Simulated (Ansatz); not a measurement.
**The polar optical mode of AgBr at 16 GPa, worked through**

Theory: DFT PBE, scalar-relativistic, plane waves, PAW in Ansatz 0.2.0. Plane waves to 420 eV; Γ-centred k mesh 10×10×10; fixed occupations. No spin polarisation. Phonons by linear response, acoustic sum rule imposed.

The cell, relaxed at 16 GPa:
```cif
data_structure
_symmetry_space_group_name_H-M 'Fm-3m'
_symmetry_Int_Tables_number 225
_cell_length_a 5.4177
_cell_length_b 5.4177
_cell_length_c 5.4177
_cell_angle_alpha 90.000
_cell_angle_beta 90.000
_cell_angle_gamma 90.000
_cell_volume 159.02
loop_
_atom_site_label
_atom_site_type_symbol
_atom_site_symmetry_multiplicity
_atom_site_Wyckoff_symbol
_atom_site_fract_x
_atom_site_fract_y
_atom_site_fract_z
_atom_site_occupancy
Ag1 Ag 4 b 0.50000 0.00000 0.00000 1
Br1 Br 4 a 0.00000 0.00000 0.00000 1
```

 The bands were filled as in an insulator; under compression the gap may have closed between mesh points.

Linear response gives ν_TO = 144.6 cm⁻¹, Born charges ±1.434 e (positive on Ag) and ε∞ = 6.949. The primitive cell holds 39.755 Å³, and the masses are 107.868 and 79.904 amu.

Q: Find ν_LO and the static dielectric constant.

A: The long-wave field adds a restoring force: ω_LO² − ω_TO² = Z*²e²/(ε_vac ε∞ μV). In these units ν_LO² − ν_TO² = 4.92064×10⁷ Z*²/(μ V ε∞) cm⁻², with μ = m₁m₂/(m₁ + m₂) = 45.902 amu: 7984 cm⁻². So ν_LO = √(144.6² + 7984) = 170.0 cm⁻¹, and the run gives 170.0. Lyddane–Sachs–Teller then gives ε0 = ε∞ (ν_LO/ν_TO)² = 9.60, against 9.60 in the run (it forms both from the same three quantities, so the match checks the arithmetic only). Between ν_TO and ν_LO the dielectric function is negative and an undamped crystal reflects fully: a reststrahlen band from 58.8 to 69.2 μm.

Q: What do the Clausius–Mossotti polarisability and the Szigeti charge come to?

A: With the Lorentz local field, α = (3V/4π)(ε∞ − 1)/(ε∞ + 2) = 6.31 Å³ for the pair, and e_S = 3Z*/(ε∞ + 2) = 0.48 e. The Born charge includes the electrons' response to the dipole's own local field, and e_S takes that enhancement out. The Lorentz field assumes point-like polarisable ions, a poor picture once ε∞ is this large, since the electron clouds then overlap or are shared, so both numbers are formal here.

Q: How strongly does a slow electron couple to the LO mode?

A: For one isotropic parabolic band, Fröhlich's constant is α_F = (1/ε∞ − 1/ε0) √(m* Ry/ħω_LO), with Ry = 13.606 eV, ħω_LO = 21.1 meV and m* in free-electron masses: α_F = 0.0398 × 25.41 × √m* = 1.01 √m*. The band mass isn't part of this run; for m* = 0.1, 0.3 and 1 it gives 0.32, 0.55, 1.01. In weak coupling the polaron lies α_F ħω_LO below the band edge (12 meV at m* = 0.3) with a mass m*(1 + α_F/6); past α_F of about 5 or 6 that expansion fails. A semilocal functional's ε∞ tends to be too large, which taken alone lowers α_F.